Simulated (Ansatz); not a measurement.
Nudged elastic band run: Li

Input:

```yaml
crystal:
  lattice:
    - [6.98, 0.0, 0.0]
    - [0.0, 6.98, 0.0]
    - [0.0, 0.0, 6.98]
  atoms:
    - { symbol: Li, position: [0.00850578, 0.02269768, -0.00874425] }
    - { symbol: Li, position: [0.5071997, 0.01994734, 0.00077399] }
    - { symbol: Li, position: [0.05246139, 0.45328642, -0.0232417] }
    - { symbol: Li, position: [0.01413435, 0.00063862, 0.51278139] }
    - { symbol: Li, position: [0.21046287, 0.29535894, 0.27275389] }
    - { symbol: Li, position: [0.49375329, 0.48562946, 0.01768558] }
    - { symbol: Li, position: [0.44399136, 0.0457439, 0.39432193] }
    - { symbol: Li, position: [0.77058822, 0.26749027, 0.25795338] }
    - { symbol: Li, position: [-0.00289332, 0.53503843, 0.52567317] }
    - { symbol: Li, position: [0.23031712, 0.74638031, 0.22754843] }
    - { symbol: Li, position: [0.28499811, 0.24224138, 0.72299027] }
    - { symbol: Li, position: [0.5026169, 0.52133862, 0.49489036] }
    - { symbol: Li, position: [0.76617997, 0.75675932, 0.25193074] }
    - { symbol: Li, position: [0.74783577, 0.26766131, 0.732802] }
    - { symbol: Li, position: [0.26701497, 0.76003604, 0.75667671] }
    - { symbol: Li, position: [0.80417147, 0.68598309, 0.86217387] }
    - { symbol: Li, position: [0.64636614, -0.1095496, 0.63132194] }
basis:
  ecutwfc: 420.0
kpoints:
  mp_grid: { grid: [3, 3, 3] }
hamiltonian:
  xc: pbe
  dispersion: d3bj
scf:
  occupations: { method: gaussian, width: 0.15 }
  lower_state_search: "off"
neb:
  images: 5
  f_tol: 0.05
  initial_path: idpp
  max_iterations: 21
  spring: 10.0
  final_atoms:
    - { symbol: Li, position: [-0.01124446, -0.00157031, 0.01511435] }
    - { symbol: Li, position: [0.509881, 0.02095733, 0.00605686] }
    - { symbol: Li, position: [-0.02646877, 0.5373574, -0.00012054] }
    - { symbol: Li, position: [0.10635611, 0.05114055, 0.44601169] }
    - { symbol: Li, position: [0.22839479, 0.29396878, 0.20659872] }
    - { symbol: Li, position: [0.52436018, 0.45631164, 0.05179728] }
    - { symbol: Li, position: [0.49922783, 0.02131078, 0.51069756] }
    - { symbol: Li, position: [0.77589151, 0.24009895, 0.2832504] }
    - { symbol: Li, position: [0.00485731, 0.51942849, 0.5005483] }
    - { symbol: Li, position: [0.27267929, 0.74770805, 0.23452911] }
    - { symbol: Li, position: [0.2420124, 0.27029904, 0.77265927] }
    - { symbol: Li, position: [0.48194741, 0.48038309, 0.49208657] }
    - { symbol: Li, position: [0.74137743, 0.76121773, 0.26971944] }
    - { symbol: Li, position: [0.7698827, 0.2673892, 0.74945116] }
    - { symbol: Li, position: [0.24891699, 0.75399227, 0.76568547] }
    - { symbol: Li, position: [0.63848601, 0.68414889, 0.79844603] }
    - { symbol: Li, position: [0.87223226, -0.11086081, 0.64601376] }
  order_check: false
```

Run as:

```bash
$ ansatz run input.yaml --threads 2 --pin off --max-ram 5120MiB --backend cpu --events-out ev --progress --plain --runs-dir out
```

Output, in part (warnings, iteration lines):

```
NEB end point (image 0): max|allowed force component| = 6.851e-3 eV/Å (the criterion of neb.relax_end_points is 1.000e-2)
NEB end point (image 6): max|allowed force component| = 6.335e-3 eV/Å (the criterion of neb.relax_end_points is 1.000e-2)
NEB iter   1: max|band force component| = 2.596e-1 eV/Å  barrier→ = 0.1899 eV  barrier← = 0.1891 eV  CI = image 3  Δτ_max = 0.2000 Å  (44 SCF iters)
NEB iter   2: max|band force component| = 1.689e-1 eV/Å  barrier→ = 0.0798 eV  barrier← = 0.0791 eV  CI = image 3  Δτ_max = 0.1228 Å  (30 SCF iters)
NEB iter   3: max|band force component| = 5.436e-2 eV/Å  barrier→ = 0.0421 eV  barrier← = 0.0413 eV  CI = image 3  Δτ_max = 0.1961 Å  (25 SCF iters)
NEB iter   4: max|band force component| = 5.798e-2 eV/Å  barrier→ = 0.0135 eV  barrier← = 0.0128 eV  CI = image 3  Δτ_max = 0.0989 Å  (26 SCF iters)
NEB iter   5: max|band force component| = 2.053e-1 eV/Å  barrier→ = 0.0064 eV  barrier← = 0.0056 eV  CI = image 4  Δτ_max = 0.0905 Å  (25 SCF iters)
NEB iter   6: max|band force component| = 1.668e-2 eV/Å  barrier→ = 0.0035 eV  barrier← = 0.0027 eV  CI = image 4  Δτ_max = 0.0717 Å  (25 SCF iters)
NEB iter   7: max|band force component| = 7.507e-1 eV/Å  barrier→ = 0.0031 eV  barrier← = 0.0023 eV  CI = image 1  Δτ_max = 0.0830 Å  (5 SCF iters)
NEB iter   8: max|band force component| = 1.889e-2 eV/Å  barrier→ = 0.0018 eV  barrier← = 0.0010 eV  CI = image 1  Δτ_max = 0.0481 Å  (25 SCF iters)
NEB iter   9: max|band force component| = 3.474e-2 eV/Å  barrier→ = 0.0011 eV  barrier← = 0.0003 eV  CI = image 2  Δτ_max = 0.0000 Å  (5 SCF iters)
```

The run converged. The band force fell under the threshold earlier too, but the program's further tests of the path sent the band on. The top lies less than 8 meV above the higher end, about what the thresholds resolve: that end is a shoulder or a very shallow well. The order of the stationary point at the top wasn't checked. Limits of this set-up: coarse k mesh.

Final band (atoms are numbered from 1 in the order of the input):

| image | path coordinate (Å) | energy (eV) | Li1–Li16 (Å) | Li2–Li7 (Å) | Li2–Li17 (Å) |
| --- | --- | --- | --- | --- | --- |
| 0 | 0.00 | 0.000 | 2.89 | 2.79 | 2.90 |
| 1 | 0.79 | 0.001 | 3.08 | 2.83 | 3.05 |
| 2 | 1.57 | 0.001 | 3.32 | 2.99 | 3.09 |
| 3 | 2.36 | 0.000 | 3.72 | 3.15 | 3.09 |
| 4 | 3.15 | 0.001 | 3.86 | 3.32 | 3.22 |
| 5 | 3.93 | 0.000 | 3.72 | 3.40 | 3.50 |
| 6 | 4.72 | 0.001 | 3.62 | 3.46 | 3.68 |

Run time: 9.5 min on 2 threads of Arm Neoverse N1, with other jobs on the host, peak memory 1.1 GiB.
